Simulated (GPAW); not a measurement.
SnSe:

```
Sn Se
1.0
     0.00000    3.01000    3.01000
     3.01000    0.00000    3.01000
     3.01000    3.01000    0.00000
Sn Se
1 1
Cartesian
  0.0000 0.0000 0.0000
  3.0100 3.0100 3.0100
```

Measurements of this composition are mostly on another form, of space group No. 62.

Program: GPAW 26.7.0. Alike in all runs: task single point; no spin polarisation; cell as given; smearing fermi-dirac 0.05 eV. Hardware: 1 thread of Arm Neoverse V2, on a shared host.

Problem. Order these runs on this cell by their wall time, lowest first.
A. level PBEsol; potentials or basis PAW data sets generated in the run's folder for this functional, pw; k mesh 8 × 8 × 8; cutoff (eV) 600; maxiter 150
B. level LDA; potentials or basis the program's PAW data sets (release 1.2.1) made for this functional, pw; k mesh 6 × 6 × 6; cutoff (eV) 450; maxiter 120; convergence default
C. level TB-mBJ; potentials or basis GPAW PAW data sets for LDA (gpaw-data 1.2.1), pw; k mesh 8 × 8 × 8; cutoff (eV) 600; maxiter 150

Solution. B (6.3 s), A (17 s), C (52 s).

Caveats: a model potential gives levels but no total energy (some runs).
